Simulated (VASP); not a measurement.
# TaAs in VASP: notebook

The runs below take TaAs through work function, with PBE, LDA.

Everything below comes from runs of VASP 6.6.1. Logs are shortened: lines on timing, memory, paths and dates and some standing lists are left out, and cuts for length are marked.

### 1 The structure

The cell holds a slab with vacuum, 8 atoms: a = 3.444 Å, b = 3.444 Å, c = 24.772 Å, α = 90.00°, β = 90.00°, γ = 90.00°.

### 2 Work function, PBE

File INCAR:

```
SYSTEM = TaAs
ALGO = Normal
DIPOL = 0.5 0.5 0.500
EDIFF = 1E-6
EFIELD = -0.3
ENCUT = 520
GGA = PE
IDIPOL = 3
ISIF = 2
ISMEAR = -1
LASPH = .True.
LCHARG = .False.
LDIPOL = .True.
LREAL = .False.
LVACPOTAV = .True.
LVHAR = .True.
LWAVE = .False.
NELM = 60
PREC = Accurate
SIGMA = 0.05
```

File KPOINTS:

```
k-points
0
Gamma
  8 8 1
  0 0 0
```

File POSCAR:

```
TaAs
1.0
    3.4436267244      0.0000000000      0.0000000000
    0.0000000000      3.4436267244      0.0000000000
    0.0000000000      0.0000000000     24.7720569659
Ta As
4 4
Direct
    0.5000000000      0.5000000000      0.3027604857
    0.0000000000      0.5000000000      0.4211992077
    0.0000000000      0.0000000000      0.5396379297
    0.5000000000      0.0000000000      0.6580766517
    0.0000000000      0.0000000000      0.3419233483
    0.5000000000      0.0000000000      0.4603620703
    0.5000000000      0.5000000000      0.5788007923
    0.0000000000      0.5000000000      0.6972395143
```

Potentials or basis: VASP PAW PBE potentials, release 64 (Ta_pv, As).

Command:

```sh
$ cat potpaw_PBE.64/Ta_pv/POTCAR potpaw_PBE.64/As/POTCAR > POTCAR
$ mpirun -np 1 vasp_std > vasp.out
```

OUTCAR:

```text
SYSTEM = TaAs
   EDIFF = 1E-6
   ENCUT = 520
   GGA = PE
   ISIF = 2
   ISMEAR = -1
   LASPH = .True.
   LREAL = .False.
   NELM = 60
   PREC = Accurate

 ion  position               nearest neighbor table
   1  0.500  0.500  0.303-   5 2.62   5 2.62   5 2.62   5 2.62   2 3.40   2 3.40
   2  0.000  0.500  0.421-   5 2.61   5 2.61   6 2.62   6 2.62   6 2.62   6 2.62   3 3.40   1 3.40
                             3 3.40   1 3.40
   3  0.000  0.000  0.540-   6 2.61   6 2.61   7 2.62   7 2.62   7 2.62   7 2.62   4 3.40   4 3.40
                             2 3.40   2 3.40
   4  0.500  0.000  0.658-   7 2.61   7 2.61   8 2.62   8 2.62   8 2.62   8 2.62   3 3.40   3 3.40

   5  0.000  0.000  0.342-   2 2.61   2 2.61   1 2.62   1 2.62   1 2.62   1 2.62
   6  0.500  0.000  0.460-   3 2.61   3 2.61   2 2.62   2 2.62   2 2.62   2 2.62
   7  0.500  0.500  0.579-   4 2.61   4 2.61   3 2.62   3 2.62   3 2.62   3 2.62
   8  0.000  0.500  0.697-   4 2.62   4 2.62   4 2.62   4 2.62

  LATTYP: Found a simple tetragonal cell.
 ALAT       =     3.4436267244
 C/A-ratio  =     7.1935952844

  Lattice vectors:

 A1 = (   3.4436267244,   0.0000000000,   0.0000000000)
 A2 = (   0.0000000000,   3.4436267244,   0.0000000000)
 A3 = (   0.0000000000,   0.0000000000,  24.7720569659)

Analysis of symmetry for initial positions (statically):
=====================================================================
 Subroutine PRICEL returns:
 Original cell was already a primitive cell.

 Routine SETGRP: Setting up the symmetry group for a
 simple tetragonal supercell.

 Subroutine GETGRP returns: Found  4 space group operations
 (whereof  4 operations were pure point group operations)
 out of a pool of 16 trial point group operations.

The static configuration has the point symmetry C_2v.

Analysis of symmetry for dynamics (positions and initial velocities):
=====================================================================
 An external electric field (EFIELD) may reduce the allowed symmetry operations
 Subroutine PRICEL returns:
 Original cell was already a primitive cell.

 Routine SETGRP: Setting up the symmetry group for a
 simple tetragonal supercell.

 Subroutine GETGRP returns: Found  4 space group operations
 (whereof  4 operations were pure point group operations)
 out of a pool of 16 trial point group operations.

The dynamic configuration has the point symmetry C_2v.

 Subroutine INISYM returns: Found  4 space group operations
 (whereof  4 operations are pure point group operations),
 and found     1 'primitive' translations

----------------------------------------------------------------------------------------

                                     Primitive cell

  volume of cell :     293.7610

  direct lattice vectors                    reciprocal lattice vectors
     3.443626724  0.000000000  0.000000000     0.290391520  0.000000000  0.000000000
     0.000000000  3.443626724  0.000000000     0.000000000  0.290391520  0.000000000
     0.000000000  0.000000000 24.772056966     0.000000000  0.000000000  0.040368065

  length of vectors
     3.443626724  3.443626724 24.772056966     0.290391520  0.290391520  0.040368065

  position of ions in fractional coordinates (direct lattice)
     0.500000000  0.500000000  0.302760486
     0.000000000  0.500000000  0.421199208
     0.000000000  0.000000000  0.539637930
     0.500000000  0.000000000  0.658076652
     0.000000000  0.000000000  0.341923348
     0.500000000  0.000000000  0.460362070
     0.500000000  0.500000000  0.578800792
     0.000000000  0.500000000  0.697239514

  ion indices of the primitive-cell ions
   primitive index   ion index
                 1           1
                 2           2
                 3           3
                 4           4
                 5           5
                 6           6
                 7           7
                 8           8

----------------------------------------------------------------------------------------

 KPOINTS: k-points

Automatic generation of k-mesh.
 Grid dimensions read from file:
 generate k-points for:    8    8    1

 Generating k-lattice:

  Cartesian coordinates                     Fractional coordinates (reciprocal lattice)
     0.036298940  0.000000000  0.000000000     0.125000000  0.000000000  0.000000000
     0.000000000  0.036298940  0.000000000     0.000000000  0.125000000  0.000000000
     0.000000000  0.000000000  0.040368065     0.000000000  0.000000000  1.000000000

  Length of vectors
     0.036298940  0.036298940  0.040368065

  Shift w.r.t. Gamma in fractional coordinates (k-lattice)
     0.000000000  0.000000000  0.000000000

 Subroutine IBZKPT returns following result:
 ===========================================

 Found     25 irreducible k-points:

 Following reciprocal coordinates:
            Coordinates               Weight
  0.000000  0.000000  0.000000      1.000000
  0.125000  0.000000  0.000000      2.000000
  0.000000  0.125000  0.000000      2.000000
  0.250000  0.000000  0.000000      2.000000
  0.000000  0.250000  0.000000      2.000000
  0.375000  0.000000  0.000000      2.000000
[... 16 lines left out ...]
  0.500000  0.375000  0.000000      2.000000
 -0.375000  0.500000  0.000000      2.000000
   k-points           NKPTS =     25   k-points in BZ     NKDIM =     25   number of bands    NBANDS=     38
   number of dos      NEDOS =    301   number of ions     NIONS =      8
   total plane-waves  NPLWV = 150528
   dimension x,y,z NGX =    28 NGY =   28 NGZ =  192
   dimension x,y,z NGXF=    56 NGYF=   56 NGZF=  384
   ions per type =               4   4
   NGX,Y,Z   is equivalent  to a cutoff of  13.52, 13.52, 12.89 a.u.
   NGXF,Y,Z  is equivalent  to a cutoff of  27.03, 27.03, 25.77 a.u.
 SYSTEM =  TaAs
   PREC   = accura    normal or accurate (medium, high low for compatibility)
   ISTART =      0    job   : 0-new  1-cont  2-samecut
   ICHARG =      2    charge: 1-file 2-atom 10-const
   ISPIN  =      1    spin polarized calculation?
   LNONCOLLINEAR =      F non collinear calculations
   LSORBIT =      F    spin-orbit coupling
   LASPH  =      T    aspherical Exc in radial PAW
   ENCUT  =  520.0 eV  38.22 Ry    6.18 a.u.   6.40  6.40 46.06*2*pi/ulx,y,z
   NELM   =     60;   NELMIN=  2; NELMDL= -5     # of ELM steps
   EDIFF  = 0.1E-05   stopping-criterion for ELM
   LREAL  =      F    real-space projection
[... 7 lines left out ...]
   TEBEG  =    0.0;   TEEND  =   0.0 temperature during run
   PSTRESS=    0.0 pullay stress
   NELECT =      64.0000    total number of electrons
   NUPDOWN=      -1.0000    fix difference up-down
   EMIN   =  10.00;   EMAX   =-10.00  energy-range for DOS
   EFERMI =   0.00;   METHOD = LEGACY
   ISMEAR =    -1;   SIGMA  =   0.05  broadening in eV -4-tet -1-fermi 0-gaus
   EFERMI_NEDOS =   21; number of points for ismear=-14 and -15
   IALGO  =     38    algorithm
   IMIX   =      4    mixing-type and parameters
     AMIX     =   0.40;   BMIX     =  1.00
     AMIX_MAG =   1.60;   BMIX_MAG =  1.00
  volume/ion in A,a.u.               =      36.72       247.80
  Fermi-wavevector in a.u.,A,eV,Ry     =   0.985077  1.861525 13.202771  0.970376
  Thomas-Fermi vector in A             =   2.116357
   LORBIT       =      0    0 simple, 1 ext, 2 COOP (PROOUT), +10 PAW based schemes
   GGA     = PE    functional components
   LHFCALC =     F    Hartree Fock is set to
   AEXX    =    0.0000 exact exchange contribution
   IVDW    =     0    specifies the selected vdW correction
   LEPSILON=     F    determine dielectric tensor
   LRPA    =     F    only Hartree local field effects (RPA)
 non-spin polarized calculation
  energy-cutoff  :      520.00
  volume of cell :      293.76
 maximum number of plane-waves:      7936
 NGX is ok and might be reduce to    28
   NGX = 13   NGY = 13   NGZ = 93

 dipolmoment           0.000000      0.000000      0.040638 electrons x Angstroem

 number of electron      64.0000003 magnetization

 dipolmoment           0.000000      0.000000     -0.223827 electrons x Angstroem

 Free energy of the ion-electron system (eV)
  ---------------------------------------------------
  ext. energy  EPLUGINS =         0.00000000
  ---------------------------------------------------
  free energy    TOTEN  =       -67.04400261 eV

  energy without entropy =      -67.01064879  energy(sigma->0) =      -67.02732570

 E-fermi :   0.7451     XC(G=0):  -6.4534

 val. band max:        0.7370151309   @ k =   0.3750   0.3750   0.0000
 cond. band min:       0.7872416096   @ k =  -0.1250   0.5000   0.0000
 fundamental gap:      0.0502264786
 Fermi energy:         0.7451261816

 k-point     1 :       0.0000    0.0000    0.0000
  band No.  band energies     occupation
      1     -34.2566      2.00000
      2     -34.1765      2.00000
      3     -34.1523      2.00000
      4     -34.1194      2.00000
      5     -34.0745      2.00000
      6     -34.0522      2.00000
[... 30 lines left out ...]
     37       2.4411      0.00000
     38       3.0149      0.00000

 k-point     2 :       0.1250    0.0000    0.0000
  band No.  band energies     occupation
      1     -34.2533      2.00000
      2     -34.1746      2.00000
      3     -34.1498      2.00000
      4     -34.1425      2.00000
      5     -34.0748      2.00000
      6     -34.0723      2.00000
[... 30 lines left out ...]
     37       2.5841      0.00000
     38       2.8255      0.00000

 k-point     3 :       0.0000    0.1250    0.0000
  band No.  band energies     occupation
      1     -34.2543      2.00000
      2     -34.1743      2.00000
      3     -34.1728      2.00000
      4     -34.1171      2.00000
      5     -34.0998      2.00000
      6     -34.0497      2.00000
[... 30 lines left out ...]
     37       2.5432      0.00000
[... 781 lines left out ...]
 k-point    23 :       0.5000    0.3750    0.0000
  band No.  band energies     occupation
      1     -34.2515      2.00000
      2     -34.2490      2.00000
      3     -34.2229      2.00000
      4     -34.2111      2.00000
      5     -34.1950      2.00000
      6     -34.1063      2.00000
[... 30 lines left out ...]
     37       3.5239      0.00000
     38       3.5595      0.00000

 k-point    24 :      -0.3750    0.5000    0.0000
  band No.  band energies     occupation
      1     -34.2747      2.00000
      2     -34.2295      2.00000
      3     -34.2205      2.00000
      4     -34.2185      2.00000
      5     -34.1889      2.00000
      6     -34.1306      2.00000
[... 30 lines left out ...]
     37       3.5604      0.00000
     38       3.6454      0.00000

 [... further k-points ...]

------------------------ aborting loop because EDIFF is reached ----------------------------------------

  FORCE on cell =-STRESS in cart. coord.  units (eV):
  Direction    XX          YY          ZZ          XY          YZ          ZX
  --------------------------------------------------------------------------------------
  -------------------------------------------------------------------------------------
  Total       -1.9058340     -0.6251649      0.9382487      0.0000000      0.0000000      0.0000000
  in kB      -10.3944483     -3.4096592      5.1172229      0.0000000      0.0000000      0.0000000
  external PRESSURE =      -2.8956282 kB  Pullay stress =       0.0000000 kB

 VOLUME and BASIS-vectors are now :
 -----------------------------------------------------------------------------
  energy-cutoff  :      520.00
  volume of cell :      293.76
      direct lattice vectors                 reciprocal lattice vectors
     3.443626724  0.000000000  0.000000000     0.290391520  0.000000000  0.000000000
     0.000000000  3.443626724  0.000000000     0.000000000  0.290391520  0.000000000
     0.000000000  0.000000000 24.772056966     0.000000000  0.000000000  0.040368065

 POSITION                                       TOTAL-FORCE (eV/Angst)
 -----------------------------------------------------------------------------------
      1.72181      1.72181      7.50000         0.000000      0.000000      0.813324
      0.00000      1.72181     10.43397         0.000000      0.000000     -0.201637
      0.00000      0.00000     13.36794         0.000000      0.000000     -0.270379
      1.72181      0.00000     16.30191         0.000000      0.000000     -0.233223
      0.00000      0.00000      8.47014         0.000000      0.000000     -0.811246
      1.72181      0.00000     11.40412         0.000000      0.000000      0.121304
      1.72181      1.72181     14.33809         0.000000      0.000000      0.041932
      0.00000      1.72181     17.27206         0.000000      0.000000      0.539925
 -----------------------------------------------------------------------------------
    total drift:                                0.000000     -0.000000     -0.000169

  FREE ENERGIE OF THE ION-ELECTRON SYSTEM (eV)
  ---------------------------------------------------
  free  energy   TOTEN  =       -67.0440026072 eV

  energy  without entropy=      -67.0106487914  energy(sigma->0) =      -67.02732570
```

Run time: 6.5 min. Hardware: 1 thread of Intel Xeon 6975P-C (Granite Rapids), shared host; peak memory 0.54 GiB.

What came out:

- Free energy: -67.0440 eV
- Largest force: 0.813 eV/Å
- Band gap on the k mesh: none (metal or under the smearing width)

Forces on the atoms (eV/Å):
```
Ta   0.000  0.000  0.813
Ta   0.000  0.000 -0.202
Ta   0.000  0.000 -0.270
Ta   0.000  0.000 -0.233
As   0.000  0.000 -0.811
As   0.000  0.000  0.121
As   0.000  0.000  0.042
As   0.000  0.000  0.540
```

The run has no spin-orbit coupling, so splittings on Ta are missing.

(Part 1 of 3 ends here.)
